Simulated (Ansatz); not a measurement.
System: InSe (layers cut from the bulk crystal).

The cell holds 4 atoms: 2 Se and 2 In. Cell: a = 4.028 Å, b = 4.028 Å, c = 34.000 Å, α = 90.0°, β = 90.0°, γ = 120.0°. It derives from InSe. Vacuum lies along c.

```xyz
4
Lattice="4.0283 0.0000 0.0000 -2.0142 3.4886 0.0000 0.0000 0.0000 34.0000" Properties=species:S:1:pos:R:3
Se    0.0000    2.3257   14.3084
In    2.0142    1.1629   15.6028
In    2.0142    1.1629   18.3972
Se    0.0000    2.3257   19.6916
```

The structure was relaxed with PBE-D3(BJ). At the settings of the band run the largest force is still 0.07 eV/Å. The runs that relaxed it are not among those shown. PAW set soft_1, made with PBE.

Gaps computed with Ansatz 0.2.0 without a self-energy: PBE 1.62 eV, r2SCAN 2.05 eV, HSE06 2.40 eV and PBE0 3.05 eV.

**Question.** Estimate the G0W0@PBE gap with 6×6×1 mesh, 776 empty bands, screening to 80 eV, default PAW files.

About 2.83 eV: on its mesh the run moves the gap from 1.62 eV by +1.21 eV. Among the scalar-relativistic levels given, PBE0 is nearest (+0.22 eV). Bands and cutoff are finite, so the gap is not at the basis limit. The miss can reach some tenths of an eV and take either sign; the mesh is an error of its own. The mesh in the plane is coarse for a sheet; gap and any exciton binding can still move on denser ones. The many-body steps are scalar-relativistic: spin-orbit coupling is not in them.

[Paths, hosts, dates, memory and timing lines, banners, echoed tables and standing remarks are left out of the program output.]

[Logs are printed without paths, hosts, clocks, repeated set-up lines and the standing remarks that a program may print on its own settings, such as how far it seeks lower states.]

[Runs of the session that timed out or met a known fault of the program may be left out.]

[Cells called generated may have been cut or substituted from an entry of the Crystallography Open Database or the Materials Project.]

[Hosts, paths, dates, database ids (printed as entryN), source tags and the programs' standing remarks are cut or masked in the printed files.]
